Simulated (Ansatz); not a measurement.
# I on Nb(100): change of the work function, part 4 of 5

Wanted: Δφ(θ) for I/Nb(100), starting from the hollow site.

Ansatz 0.2.0; plane-wave DFT, RPBE, Ansatz PAW.

So far, work function, upper face (eV): step 2 (the clean slab) 3.45; step 3 (46 atoms, coverage 0.111 ML, cell 3x3) 3.51; step 4 (21 atoms, coverage 0.25 ML, cell 2x2) 3.73.

**5. Adsorbate added, k-mesh 5×5×1, coverage 0.5 ML**

System of this step: Nb10I (I/Nb(100)). The cell holds 22 atoms: 20 Nb and 2 I. Cell: a = 6.600 Å, b = 6.600 Å, c = 26.660 Å, α = 90.0°, β = 90.0°, γ = 90.0°. Vacuum lies along c.

Another coverage, to see how the dipoles act on each other as their distance changes.

Input file input.yaml:

```yaml
crystal:
  lattice:
    - [6.6, 0.0, 0.0]
    - [0.0, 6.6, 0.0]
    - [0.0, 0.0, 26.660279418]
  atoms:
    - { symbol: Nb, position: [0.0, 0.0, 0.337580858] }
    - { symbol: Nb, position: [0.25, 0.25, 0.399470682] }
    - { symbol: Nb, position: [0.0, 0.0, 0.4622622367] }
    - { symbol: Nb, position: [0.25, 0.25, 0.5263430588] }
    - { symbol: Nb, position: [0.0, 0.0, 0.5813013153] }
    - { symbol: Nb, position: [0.0, 0.5, 0.337580858] }
    - { symbol: Nb, position: [0.25, 0.75, 0.399470682] }
    - { symbol: Nb, position: [0.0, 0.5, 0.4622622367] }
    - { symbol: Nb, position: [0.25, 0.75, 0.5263430588] }
    - { symbol: Nb, position: [0.0, 0.5, 0.5813013153] }
    - { symbol: Nb, position: [0.5, 0.0, 0.337580858] }
    - { symbol: Nb, position: [0.75, 0.25, 0.399470682] }
    - { symbol: Nb, position: [0.5, 0.0, 0.4622622367] }
    - { symbol: Nb, position: [0.75, 0.25, 0.5263430588] }
    - { symbol: Nb, position: [0.5, 0.0, 0.5813013153] }
    - { symbol: Nb, position: [0.5, 0.5, 0.337580858] }
    - { symbol: Nb, position: [0.75, 0.75, 0.399470682] }
    - { symbol: Nb, position: [0.5, 0.5, 0.4622622367] }
    - { symbol: Nb, position: [0.75, 0.75, 0.5263430588] }
    - { symbol: Nb, position: [0.5, 0.5, 0.5813013153] }
    - { symbol: I, position: [0.25, 0.25, 0.662419142] }
    - { symbol: I, position: [0.75, 0.75, 0.662419142] }
kpoints:
  mp_grid: { grid: [5, 5, 1] }
hamiltonian:
  xc: rpbe
scf:
  occupations: { method: fermi_dirac, width: 0.1 }
  convergence: { dr2_threshold: 1.0e-08 }
efield:
  axis: 3
  dipole_correction: true
  ramp_position: 0.97
  ramp_width: 0.06
relax:
  f_tol: 0.02
  max_steps: 60
  constraints: [{ sites: [0, 1, 5, 6, 10, 11, 15, 16] }]
output:
  bader: true
  dos: { projected: true, e_range: [-8, 4] }
  write_potential: true
  write_density: true
  volumetric_format: npy
```

Run with:

```bash
$ ansatz run input.yaml --threads 4 --pin off --max-ram 12288MiB --backend cpu --events-out ev --progress --plain --runs-dir out
```

Numbers of over 12 decimals in the logs are rounded to 6 here.

The program printed:

```text
[...]
Crystal: 22 atoms, lattice volume = 1161.322 Å³
Basis set: ecut = 420 eV, 22649 PW (Γ), exchange–correlation on 90×90×360 points (8 copies of the dense FFT grid, shifted against one another)
Bands: 177, of which v1, the nominal top of the filled ones, is band 147 counted from 1 (146 counted from 0)
Symmetry: 16 space group operations
[...]
2     Nb      0.1030     0.0000
     3     Nb      0.0418     0.0000
     4     Nb      0.2068     0.0000
     5     Nb     -0.0944     0.0000
     6     Nb      0.0250     0.0000
     7     Nb      0.1030     0.0000
[...]
18     Nb      0.0419     0.0000
    19     Nb      0.2068     0.0000
    20      I     -0.6000     0.0000
    21      I     -0.6000     0.0000
  estimated error of the sums over rays = 9.9e-4 e
[key lines of the parts left out:]
SCF converged after 7 iterations
Free energy (F): -106220.306291 eV
Fermi energy:    3.947139 eV
Dipole field:    D = -0.008596 V/Å  (p = -0.055171 e·Å, saw-weighted, corrected)
Work function:   Φ+ = 3.8120 eV   Φ− = 3.5828 eV
```

It took 4.8 min on 4 threads of Arm Neoverse V1, shared host; peak memory 4.3 GiB; 19 min of CPU time.

Relaxation path:

```tsv
step	energy less that of the first step (eV)	largest force component (eV/Å)
1	0.0000	0.9292
2	-0.0406	0.8090
3	-0.1280	0.0396
4	-0.1286	0.0323
5	-0.1292	0.0043
```

The run keeps the 16 symmetry operations that it works with, so distortions that break them were not tested.

The atoms that moved most (Å):

```tsv
atom	dx	dy	dz	length
Nb4	0.000	0.000	-0.076	0.076
Nb19	0.000	0.000	-0.076	0.076
Nb15	0.000	0.000	0.057	0.057
Nb5	0.000	0.000	0.057	0.057
Nb20	0.000	0.000	0.057	0.057
Nb10	0.000	0.000	0.057	0.057
Nb9	0.000	0.000	0.031	0.031
Nb14	0.000	0.000	0.031	0.031
```

The relaxed structure:

```cif
data_structure
_symmetry_space_group_name_H-M 'P 1'
_symmetry_Int_Tables_number 1
_cell_length_a 6.6000
_cell_length_b 6.6000
_cell_length_c 26.6603
_cell_angle_alpha 90.000
_cell_angle_beta 90.000
_cell_angle_gamma 90.000
_cell_volume 1161.32
loop_
_atom_site_label
_atom_site_type_symbol
_atom_site_fract_x
_atom_site_fract_y
_atom_site_fract_z
_atom_site_occupancy
Nb1 Nb 0.00000 0.00000 0.33758 1
Nb2 Nb 0.25000 0.25000 0.39947 1
Nb3 Nb 0.00000 0.00000 0.46244 1
Nb4 Nb 0.25000 0.25000 0.52350 1
Nb5 Nb 0.00000 0.00000 0.58344 1
Nb6 Nb 0.00000 0.50000 0.33758 1
Nb7 Nb 0.25000 0.75000 0.39947 1
Nb8 Nb 0.00000 0.50000 0.46244 1
Nb9 Nb 0.25000 0.75000 0.52751 1
Nb10 Nb 0.00000 0.50000 0.58344 1
Nb11 Nb 0.50000 0.00000 0.33758 1
Nb12 Nb 0.75000 0.25000 0.39947 1
Nb13 Nb 0.50000 0.00000 0.46244 1
Nb14 Nb 0.75000 0.25000 0.52751 1
Nb15 Nb 0.50000 0.00000 0.58344 1
Nb16 Nb 0.50000 0.50000 0.33758 1
Nb17 Nb 0.75000 0.75000 0.39947 1
Nb18 Nb 0.50000 0.50000 0.46244 1
Nb19 Nb 0.75000 0.75000 0.52350 1
Nb20 Nb 0.50000 0.50000 0.58344 1
I21 I 0.25000 0.25000 0.66172 1
I22 I 0.75000 0.75000 0.66172 1
```

The density of states has structure finer than the step of the table below, so its rows give means over 0.5 eV, whole bins alone (the curve runs from -8 to 1.98 eV). Peaks (eV: height): -2.11: 77.3, -1.44: 62.1, -1.17: 46.3, -1.08: 46.0, 0.06: 45.3, 0.27: 45.7, 1.65: 55.1.

Density of states against energy, zero at the Fermi level; means over each step:

energy (eV), density of states (states/eV a cell) and a bar:
```
     -6.0        0.0 
     -5.5        1.3 #
     -5.0        5.6 #####
     -4.5       12.1 ###########
     -4.0        9.9 #########
     -3.5       12.9 ############
     -3.0       22.7 #####################
     -2.5       24.9 ########################
     -2.0       27.6 ##########################
     -1.5       27.7 ##########################
     -1.0       31.7 ##############################
     -0.5       27.7 ##########################
      0.0       28.0 ###########################
      0.5       25.8 ########################
      1.0       16.6 ################
      1.5       22.4 #####################
```

The relaxation took 5 steps and lowered the energy by 0.13 eV; the largest force on the free atoms ends at 0.0043 eV/Å.

The covered face has 3.81 eV, +0.36 eV against the clean one; the bare back face has moved by +0.01 eV, a measure of how thin the slab is.

**6. The covered slab, k-mesh 9×9×1, coverage 1 ML**

System of this step: Nb5I (I/Nb(100)). The cell holds 6 atoms: 5 Nb and 1 I. Its edges and angles: a = 3.300 Å, b = 3.300 Å, c = 26.660 Å, α = 90.0°, β = 90.0°, γ = 90.0°. Vacuum lies along c.

Another coverage, to see how the dipoles act on each other as their distance changes.

input.yaml, the sections that differ from step 5:

```yaml
crystal:
  lattice:
    - [3.3, 0.0, 0.0]
    - [0.0, 3.3, 0.0]
    - [0.0, 0.0, 26.660279418]
  atoms:
    - { symbol: Nb, position: [0.0, 0.0, 0.337580858] }
    - { symbol: Nb, position: [0.5, 0.5, 0.399470682] }
    - { symbol: Nb, position: [0.0, 0.0, 0.4622622367] }
    - { symbol: Nb, position: [0.5, 0.5, 0.5263430588] }
    - { symbol: Nb, position: [0.0, 0.0, 0.5813013153] }
    - { symbol: I, position: [0.5, 0.5, 0.662419142] }
kpoints:
  mp_grid: { grid: [9, 9, 1] }
relax:
  f_tol: 0.02
  max_steps: 60
  constraints: [{ sites: [0, 1] }]
output:
  bader: true
  write_potential: true
  write_density: true
  volumetric_format: npy
# hamiltonian, scf, efield: as in step 5
```

The program printed:

```text
[...]
Crystal: 6 atoms, lattice volume = 290.330 Å³
Basis set: ecut = 420 eV, 5721 PW (Γ), exchange–correlation on 48×48×360 points (8 copies of the dense FFT grid, shifted against one another)
Bands: 50, of which v1, the nominal top of the filled ones, is band 41 counted from 1 (40 counted from 0)
Symmetry: 8 space group operations
[...]
- { symbol: Nb, position: [0, 0.0, 0.586196] }
    - { symbol: I, position: [0.500000, 0.500000, 0.654694] }
--- Bader charges: 6 sites ---
  site symbol  charge [e]  shift [e]
     0     Nb     -0.0952     0.0000
     1     Nb      0.0595     0.0000
     2     Nb      0.1005     0.0000
     3     Nb      0.0828     0.0000
     4     Nb      0.3372     0.0000
     5      I     -0.4848     0.0000
  estimated error of the sums over rays = 5.9e-4 e
[key lines of the parts left out:]
SCF converged after 7 iterations
Free energy (F): -30316.013581 eV
Fermi energy:    4.915349 eV
Dipole field:    D = 0.010182 V/Å  (p = 0.016337 e·Å, saw-weighted, corrected)
Work function:   Φ+ = 3.3157 eV   Φ− = 3.5872 eV
```

Wall time 38 s (4 threads); peak memory 0.72 GiB; 2.5 min of CPU time.

Relaxation path:

```tsv
step	energy less that of the first step (eV)	largest force component (eV/Å)
1	0.0000	1.2813
2	-0.1230	0.6124
3	-0.1282	0.5602
4	-0.1665	0.0896
5	-0.1674	0.0199
```

The run keeps the 8 symmetry operations that it works with, so distortions that break them were not tested.

The atoms that moved most (Å):

```tsv
atom	dx	dy	dz	length
I6	0.000	0.000	-0.206	0.206
Nb5	0.000	0.000	0.130	0.130
Nb4	0.000	0.000	-0.059	0.059
Nb3	0.000	0.000	-0.006	0.006
```

The relaxed structure:

```xyz
6
Lattice="3.3000 0.0000 0.0000 0.0000 3.3000 0.0000 0.0000 0.0000 26.6603" Properties=species:S:1:pos:R:3
Nb    0.0000    0.0000    9.0000
Nb    1.6500    1.6500   10.6500
Nb    0.0000    0.0000   12.3183
Nb    1.6500    1.6500   13.9738
Nb    0.0000    0.0000   15.6281
I     1.6500    1.6500   17.4543
```

The relaxation took 5 steps and lowered the energy by 0.17 eV; the largest force on the free atoms ends at 0.020 eV/Å.

The covered face has 3.32 eV, -0.13 eV against the clean one; the bare back face has moved by +0.01 eV, a measure of how thin the slab is.

**7. Work function against coverage**

This step: plane-wave DFT, RPBE, Ansatz PAW; work function against coverage (Ansatz 0.2.0).

The runs are now put side by side.

This step gave:

```yaml
work_function_of_the_clean_face: 3.449 eV
largest_change_of_the_work_function: 0.3627 eV
```

Work function of the covered face against coverage:

```tsv
coverage (adsorbates/nm²)	work function of the covered face (eV)
0.00	3.45
1.02	3.51
2.30	3.73
4.59	3.81
9.18	3.32
```

The dipole per adsorbate comes from the change of the cell's dipole. Coverage, by row:

```tsv
coverage (1/nm²)	coverage (ML)	work function (eV)	change (eV)	dipole per adsorbate, positive end outwards (debye)	mean height of the added atoms over the highest substrate atom (Å)
1.02	0.1111	3.515	0.06545	-0.168	2.226
2.296	0.25	3.727	0.2778	-0.32	2.172
4.591	0.5	3.812	0.3627	-0.206	2.087
9.183	1	3.316	-0.1336	0.042	1.826
```

**8. The slab at 0.25 ML, atoms frozen**

This step: plane-wave DFT, RPBE, Ansatz PAW (Ansatz 0.2.0).

System of this step: Nb20I (I/Nb(100)). The cell holds 21 atoms: 20 Nb and 1 I. Cell: a = 6.600 Å, b = 6.600 Å, c = 26.660 Å, α = 90.0°, β = 90.0°, γ = 90.0°. Vacuum lies along c.

To see where the charge goes, the covered slab, the bare substrate and the adsorbate layer are each run at the same frozen positions and on the same grid.

Input file input.yaml:

```yaml
crystal:
  lattice:
    - [6.6, 0.0, 0.0]
    - [0.0, 6.6, 0.0]
    - [0.0, 0.0, 26.660279418]
  atoms:
    - { symbol: Nb, position: [0.0, 0.0, 0.337580858] }
    - { symbol: Nb, position: [0.25, 0.25, 0.399470682] }
    - { symbol: Nb, position: [-0.0011843543, -0.0011843543, 0.462429293] }
    - { symbol: Nb, position: [0.25, 0.25, 0.5240519222] }
    - { symbol: Nb, position: [0.0048943231, 0.0048943231, 0.5825766082] }
    - { symbol: Nb, position: [0.0, 0.5, 0.337580858] }
    - { symbol: Nb, position: [0.25, 0.75, 0.399470682] }
    - { symbol: Nb, position: [-0.0011843543, 0.5011843543, 0.462429293] }
    - { symbol: Nb, position: [0.25, 0.75, 0.5270661104] }
    - { symbol: Nb, position: [0.0048943231, 0.4951056769, 0.5825766082] }
    - { symbol: Nb, position: [0.5, 0.0, 0.337580858] }
    - { symbol: Nb, position: [0.75, 0.25, 0.399470682] }
    - { symbol: Nb, position: [0.5011843543, -0.0011843543, 0.462429293] }
    - { symbol: Nb, position: [0.75, 0.25, 0.5270661104] }
    - { symbol: Nb, position: [0.4951056769, 0.0048943231, 0.5825766082] }
    - { symbol: Nb, position: [0.5, 0.5, 0.337580858] }
    - { symbol: Nb, position: [0.75, 0.75, 0.399470682] }
    - { symbol: Nb, position: [0.5011843543, 0.5011843543, 0.462429293] }
    - { symbol: Nb, position: [0.75, 0.75, 0.5257316283] }
    - { symbol: Nb, position: [0.4951056769, 0.4951056769, 0.5825766082] }
    - { symbol: I, position: [0.25, 0.25, 0.6640524606] }
kpoints:
  mp_grid: { grid: [5, 5, 1] }
hamiltonian:
  xc: rpbe
scf:
  occupations: { method: fermi_dirac, width: 0.1 }
  convergence: { dr2_threshold: 1.0e-08 }
efield:
  axis: 3
  dipole_correction: true
  ramp_position: 0.97
  ramp_width: 0.06
output:
  write_potential: true
  write_density: true
  volumetric_format: npy
```

The program printed:

```text
[...]
Crystal: 21 atoms, lattice volume = 1161.322 Å³
Basis set: ecut = 420 eV, 22649 PW (Γ)
Bands: 167, of which v1, the nominal top of the filled ones, is band 139 counted from 1 (138 counted from 0)
Symmetry: 8 space group operations
[...]
k-points: 6 of 25
[...]
SCF iter   1: F=—  HF=-98696.249318 eV  |F-HF|=—  |Δ(HF+E_count)|=         —  Δρ=6.96e-3  dr2=7.50e0  ethr=1.77e-3  p=-0.030 e·Å  D=-4.64e-3 V/Å  ΔV_dip=0.12 eV  dr2_dipole=1.05e-4  V_vac-E_F(+/−)=3.99/3.87 eV  ⟨swp⟩=11.2  Hψ=4784  notcnv=0  defer=2
[...]
SCF iter  10: F=-98695.963202 eV  HF=-98695.963202 eV  |F-HF|=1.89e-9  |Δ(HF+E_count)|=   2.58e-8  Δρ=3.90e-7  dr2=3.62e-9  ethr=3.61e-12  p=-0.036 e·Å  D=-5.60e-3 V/Å  ΔV_dip=0.15 eV  dr2_dipole=1.91e-10  V_vac-E_F(+/−)=3.73/3.58 eV  ⟨swp⟩=8.5  Hψ=3626  notcnv=0
SCF 1 converged in 10 iterations: F = -98695.963202 eV  dr2 = 3.62e-9
[...]
SCF converged after 10 iterations
Free energy (F): -98695.963202 eV
[...]
Internal energy: -98695.036713 eV  (E = F + TS)
E sigma→0 (E₀):  -98695.499958 eV
Entropy (-TS):   -0.926488 eV (-44.118 meV/atom)
Fermi energy:    3.592088 eV
Dipole field:    D = -0.005611 V/Å  (p = -0.036008 e·Å, saw-weighted, corrected)
Work function:   Φ+ = 3.7273 eV   Φ− = 3.5777 eV
[...]
--- Band table (eV; the first three rows and the last of 6) ---
  k-point 0: bands = [... 135 lower, 3.7700, 3.7700, 3.8732, 3.8732, 3.9570, 3.9570, 3.9949, 4.0142, ... 24 higher]
  k-point 1: bands = [... 135 lower, 3.6046, 3.6373, 3.6665, 3.6691, 3.7731, 3.9628, 4.0313, 4.0917, ... 24 higher]
  k-point 2: bands = [... 135 lower, 3.3986, 3.4772, 3.5759, 3.5937, 3.6377, 3.6849, 3.7457, 3.8648, ... 24 higher]
  k-point 5: bands = [... 135 lower, 2.8242, 2.9745, 3.0615, 3.1470, 3.3330, 3.4165, 3.6376, 3.8263, ... 24 higher]
```

It took 70 s on 4 threads; peak memory 3.9 GiB; 4.6 min of CPU time.

Numbers from this step:

- energy at zero smearing: -98695.5000 eV
- work function, upper face: 3.727 eV
- work function, lower face: 3.578 eV
- dipole along the normal: -0.03601 e·Å
- step between the vacuum levels: 0.1496 eV

The work function of the upper face is 3.73 eV.

**9. The substrate of the 0.25 ML cell alone**

System of this step: I/Nb(100), substrate alone, atoms held. The cell holds 20 atoms: 20 Nb. Cell: a = 6.600 Å, b = 6.600 Å, c = 26.660 Å, α = 90.0°, β = 90.0°, γ = 90.0°. Vacuum lies along c.

The second part, atoms unmoved.

input.yaml: that of step 8 with these lines changed.

```diff
@@ -26,3 +26,2 @@
     - { symbol: Nb, position: [0.4951056769, 0.4951056769, 0.5825766082] }
-    - { symbol: I, position: [0.25, 0.25, 0.6640524606] }
 kpoints:
```

The program printed:

```text
[...]
Crystal: 20 atoms, lattice volume = 1161.322 Å³
Basis set: ecut = 420 eV, 22649 PW (Γ)
Bands: 156, of which v1, the nominal top of the filled ones, is band 130 counted from 1 (129 counted from 0)
Symmetry: 8 space group operations
[...]
k-points: 6 of 25
[...]
SCF iter   1: F=—  HF=-91171.979911 eV  |F-HF|=—  |Δ(HF+E_count)|=         —  Δρ=7.60e-3  dr2=9.80e0  ethr=1.77e-3  p=-0.030 e·Å  D=-4.68e-3 V/Å  ΔV_dip=0.12 eV  dr2_dipole=4.06e-5  V_vac-E_F(+/−)=4.02/3.89 eV  ⟨swp⟩=11.3  Hψ=4747  notcnv=0  defer=2
[...]
SCF iter  11: F=-91171.621220 eV  HF=-91171.621220 eV  |F-HF|=6.11e-10  |Δ(HF+E_count)|=   1.33e-8  Δρ=2.46e-7  dr2=1.98e-9  ethr=3.85e-12  p=0.022 e·Å  D=3.50e-3 V/Å  ΔV_dip=-0.09 eV  dr2_dipole=3.26e-11  V_vac-E_F(+/−)=3.48/3.57 eV  ⟨swp⟩=12.0  Hψ=2397  notcnv=0
SCF 1 converged in 11 iterations: F = -91171.621220 eV  dr2 = 1.98e-9
[...]
SCF converged after 11 iterations
Free energy (F): -91171.621220 eV
[...]
Internal energy: -91170.738467 eV  (E = F + TS)
E sigma→0 (E₀):  -91171.179843 eV
Entropy (-TS):   -0.882753 eV (-44.138 meV/atom)
Fermi energy:    3.299528 eV
Dipole field:    D = 0.003496 V/Å  (p = 0.022434 e·Å, saw-weighted, corrected)
Work function:   Φ+ = 3.4800 eV   Φ− = 3.5731 eV
[...]
--- Band table (eV; the first three rows and the last of 6) ---
  k-point 0: bands = [... 126 lower, 3.4670, 3.4695, 3.4695, 3.5129, 3.5129, 3.6470, 3.6470, 3.6851, ... 22 higher]
  k-point 1: bands = [... 126 lower, 3.2825, 3.2841, 3.3093, 3.3547, 3.4291, 3.5006, 3.7297, 3.7616, ... 22 higher]
  k-point 2: bands = [... 126 lower, 3.0465, 3.1657, 3.2471, 3.2797, 3.3171, 3.3354, 3.4473, 3.4591, ... 22 higher]
  k-point 5: bands = [... 126 lower, 2.5124, 2.6118, 2.7536, 2.8155, 2.8257, 3.0429, 3.5052, 3.5402, ... 22 higher]
```

It took 64 s on 4 threads; peak memory 3.6 GiB.

Numbers from this step:

```
energy at zero smearing        : -91171.1798 eV
work function, upper face      : 3.480 eV
work function, lower face      : 3.573 eV
dipole along the normal        : 0.02243 e·Å
step between the vacuum levels : -0.09319 eV
```

The work function of the upper face is 3.48 eV.

(Continued in part 5 of 5.)

[Logs are printed without paths, hosts, clocks, repeated set-up lines and the standing remarks that a program may print on its own settings, such as how far it seeks lower states.]

[Hosts, paths, dates, database ids (printed as entryN), source tags and the programs' standing remarks are cut or masked in the printed files.]

[Maps of the electrostatic potential energy from Ansatz leave out the sawtooth potential of an applied field or a dipole correction, so their vacuum need not be flat; planar profiles and work functions include it.]

[The density of states shown here was stored with 400 of the rows of the run's finer table, so its peaks can read low, often by over a quarter, or be missed, and its means over a window can be off by a tenth or more.]
